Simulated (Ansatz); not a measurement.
## A series in volume scale on PbS

Periodic Kohn-Sham DFT of a crystal at fixed atoms, scaled to volume_scale times the given cell; pressure positive in compression, energy less spherical unpolarised free atoms, largest_vzz the field gradient of largest size among the nuclei. The results are calculated, by Ansatz 0.2.0.

The cell before it is scaled or strained (space group Fm-3m, No. 225):
```
CELL_PARAMETERS angstrom
0.00000 2.96500 2.96500
2.96500 0.00000 2.96500
2.96500 2.96500 0.00000
ATOMIC_POSITIONS crystal
Pb 0.00000 0.00000 0.00000
S 0.50000 0.50000 0.50000
```

Settings of every row: method all-electron LAPW; functional PBE; relativity scalar; k mesh 8x8x8; filling fermi-dirac; smearing width 0.01 eV; basis error target 0.5 meV/atom; nucleus gaussian.

Atom start moment: 0 on all atoms.

Limits: no spin-orbit coupling on heavy atoms; small gap, it may come from the mesh.

| row | volume scale | V (Å³/atom) | energy less free atoms (eV/atom) | pressure (GPa) |
| --- | --- | --- | --- | --- |
| 1 | 0.94 | 24.502 | -4.3211 | 6.679 |
| 2 | 0.95 | 24.763 | -4.3313 | 5.85 |
| 3 | 0.96 | 25.023 | -4.3402 | 5.062 |
| 4 | 0.98 | 25.545 | -4.3542 | 3.602 |
| 5 | 0.99 | 25.805 | -4.3596 | 2.927 |
| 6 | 1 | 26.066 | -4.3638 | 2.285 |
| 7 | 1.01 | 26.327 | ? | ? |
| 8 | 1.02 | 26.587 | -4.3693 | 1.097 |
| 9 | 1.04 | 27.109 | -4.3711 | 0.025 |
| 10 | 1.05 | 27.369 | -4.3707 | -0.471 |
| 11 | 1.06 | 27.63 | -4.3695 | -0.942 |

Question: what energy less free atoms and pressure should row 7 give?

Worked fit of energy less free atoms. Take u = (V_r/V)^(2/3) − 1 with V_r = 25.935 Å³ an atom, which is twice the finite (Eulerian) strain; such expansions in the strain, on which the Birch-Murnaghan equation of state is built, carry the rest volume and the bulk modulus. The shown rows have u = 0.03862, 0.03131, 0.02415, 0.01015, 0.00336, -0.00335, -0.01642, -0.02908, -0.03524, -0.04133. Least squares give energy less free atoms = −4.36181 + 0.6346 × u + 10.854 × u² eV/atom; a straight line predicts inner rows, each left out in turn, worse (root mean square 0.0061 against 3.8e-05 eV/atom). The rows lie off it by 0.0000, 0.0000, 0.0000, 0.0001, 0.0000, 0.0000, 0.0000, 0.0000, 0.0000, 0.0000. Its lowest point lies at u = -0.0292, or V = 27.12 Å³ an atom, and the curvature there gives the bulk modulus at fixed shape and fractions, B = (4/9)(1 + u)² E″(u)/V = 53.7 GPa. The withheld row has u = -0.00995, so the fit gives −4.36181 + 0.6346 × (-0.00995) + 10.854 × (-0.00995)² = -4.3670 eV/atom.

The calculation gave -4.367 eV/atom. The fit meets it to the printed digit.

Worked fit of pressure. Take u = (V_r/V)^(2/3) − 1 with V_r = 25.935 Å³ an atom, which is twice the finite (Eulerian) strain; such expansions in the strain, on which the Birch-Murnaghan equation of state is built, carry the rest volume and the bulk modulus. The shown rows have u = 0.03862, 0.03131, 0.02415, 0.01015, 0.00336, -0.00335, -0.01642, -0.02908, -0.03524, -0.04133. Least squares give pressure = 2.6033 + 95.772 × u + 247.58 × u² + 142 × u³ GPa; a parabola predicts inner rows, each left out in turn, worse (root mean square 0.0021 against 0.001 GPa). The rows lie off it by 0.000, 0.001, -0.001, 0.001, -0.001, 0.000, 0.000, 0.001, -0.001, 0.000. The pressure vanishes at u = -0.0294, or V = 27.12 Å³ an atom, and there the bulk modulus at fixed shape and fractions is B = −V dP/dV = (2/3)(1 + u) dP/du = 52.8 GPa. The withheld row has u = -0.00995, so the fit gives 2.6033 + 95.772 × (-0.00995) + 247.58 × (-0.00995)² + 142 × (-0.00995)³ = 1.675 GPa.

The calculation gave 1.676 GPa. The fit lies 0.001 GPa (0.013 % of the column's range) below it, one unit of the last digit.
